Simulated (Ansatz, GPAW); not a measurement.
Given: the input of a run of Ansatz 0.2.0 on Al2O3 (Corundum). 

The input input.yaml:

```yaml
crystal:
  lattice:
    - [2.38025, 1.3742379782, 4.3318666667]
    - [-2.38025, 1.3742379782, 4.3318666667]
    - [0.0, -2.7484759565, 4.3318666667]
  atoms:
    - { symbol: Al, position: [0.85216, 0.85216, 0.85216] }
    - { symbol: Al, position: [0.64784, 0.64784, 0.64784] }
    - { symbol: Al, position: [0.14784, 0.14784, 0.14784] }
    - { symbol: Al, position: [0.35216, 0.35216, 0.35216] }
    - { symbol: O, position: [0.05668, 0.75, 0.44332] }
    - { symbol: O, position: [0.75, 0.44332, 0.05668] }
    - { symbol: O, position: [0.44332, 0.05668, 0.75] }
    - { symbol: O, position: [0.94332, 0.25, 0.55668] }
    - { symbol: O, position: [0.25, 0.55668, 0.94332] }
    - { symbol: O, position: [0.55668, 0.94332, 0.25] }
hamiltonian:
  xc: pbe
  pseudopotentials: { kind: paw }
kpoints:
  mp_grid: { grid: [7, 7, 7] }
scf:
  occupations: { method: gaussian, width: 0.011 }
output:
  forces: true
  stress: true
  eigenvalues: true
  write_density: true
  write_potential: true
  elf: true
  volumetric_format: npy
```

Potentials or basis: Ansatz PAW.

Run with:

```console
$ ansatz run input.yaml --threads 4 --pin off --max-ram 11264MiB --backend cpu --events-out ev --progress --plain --runs-dir out
```

Problem. Translate it to GPAW 26.7.0 (ASE script). Potentials or basis there: GPAW PAW data sets (gpaw-data 1.2.1), cutoff 800 eV.

Solution. As run (cutoffs and basis follow the program's own potentials, and thresholds, step limits or extra output files can differ):

Contents of run.py:

```python
from ase.dft.bandgap import bandgap
from ase.io import read, write
from ase.units import Bohr, GPa
from gpaw import GPAW, PW
from gpaw.elf import elf_from_dft_calculation

atoms = read('POSCAR')

calc = GPAW(mode=PW(800),
            xc='PBE',
            kpts={'size': (7, 7, 7), 'gamma': True},
            occupations={'name': 'methfessel-paxton', 'order': 0, 'width': 0.011},
            nbands=44,
            convergence={'density': 1e-05, 'energy': 1e-05},
            maxiter=150,
            txt='gpaw.txt')
atoms.calc = calc
energy = atoms.get_potential_energy()
forces = atoms.get_forces()
stress = atoms.get_stress()
calc.write('gs.gpw')
write('result.traj', atoms)
print(f'Energy: {energy:.6f} eV')
print('Forces (eV/A):')
print(forces.round(4))
print('Stress (GPa):', (stress / GPa).round(3))
print('Fermi level:', round(calc.get_fermi_level(), 4), 'eV')
print(f'Gap: {bandgap(calc)[0]:.4f} eV, direct: {bandgap(calc, direct=True)[0]:.4f} eV')

# fields on the real-space grid
write('density.cube', atoms, data=calc.get_pseudo_density() * Bohr**3)
write('potential.cube', atoms, data=calc.get_electrostatic_potential())
write('elf.cube', atoms, data=elf_from_dft_calculation(calc).data)
```

File POSCAR:

```
Al2O3
1.0
    2.3802500000      1.3742379782      4.3318666667
   -2.3802500000      1.3742379782      4.3318666667
    0.0000000000     -2.7484759565      4.3318666667
Al O
4 6
Direct
    0.8521600000      0.8521600000      0.8521600000
    0.6478400000      0.6478400000      0.6478400000
    0.1478400000      0.1478400000      0.1478400000
    0.3521600000      0.3521600000      0.3521600000
    0.0566800000      0.7500000000      0.4433200000
    0.7500000000      0.4433200000      0.0566800000
    0.4433200000      0.0566800000      0.7500000000
    0.9433200000      0.2500000000      0.5566800000
    0.2500000000      0.5566800000      0.9433200000
    0.5566800000      0.9433200000      0.2500000000
```

Potentials or basis: GPAW PAW data sets (gpaw-data 1.2.1), pw.

Run with:

```bash
$ OMP_NUM_THREADS=1 python run.py
```

Both were run:

|  | Ansatz | GPAW |
| --- | --- | --- |
| Pressure | 7.3 GPa | 9.7 GPa |

Ansatz's pressure holds a Pulay term of +0.89 GPa for its cutoff of 420 eV, which the other run lacks.

Where Ansatz's input types no cutoff or centring, it takes its own default and a Γ-centred mesh.

Pressure is positive in compression.
